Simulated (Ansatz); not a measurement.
The system is MgS (Niningerite).

```
S Mg
1.0
     0.00000    2.60165    2.60165
     2.60165    0.00000    2.60165
     2.60165    2.60165    0.00000
S Mg
1 1
Direct
  0.50000 0.50000 0.50000
  0.00000 0.00000 0.00000
```

Base run:

| Property | Result |
| --- | --- |
| Program | Ansatz 0.2.0 |
| Functional | PBE |
| Potentials or basis | Ansatz PAW |
| Cutoff | 420 eV (not typed: the program's choice for these potentials) |
| k mesh | 9 × 9 × 9 |
| Occupations | fermi-dirac, width 0.05 eV |
| Spin | no spin polarisation |

Its results: band gap on the k mesh 2.92 eV, indirect (least direct gap 3.72 eV); pressure 1.2 GPa.

**Question.** The run is repeated on the same cell with these changes: functional from PBE to LDA. What comes out?

**Answer.** Band gap on the k mesh 2.69 eV, indirect (least direct gap 3.48 eV); pressure -3.3 GPa.

LDA binds more tightly than PBE, so the same cell stands under less pressure.

Caveats: the k mesh misses the band edges, so the gap on the mesh is wider than the one along the path; the PAW data sets come from PBE, with cores solved anew for the run's functional, which leaves a small shift of forces and pressure (some runs).
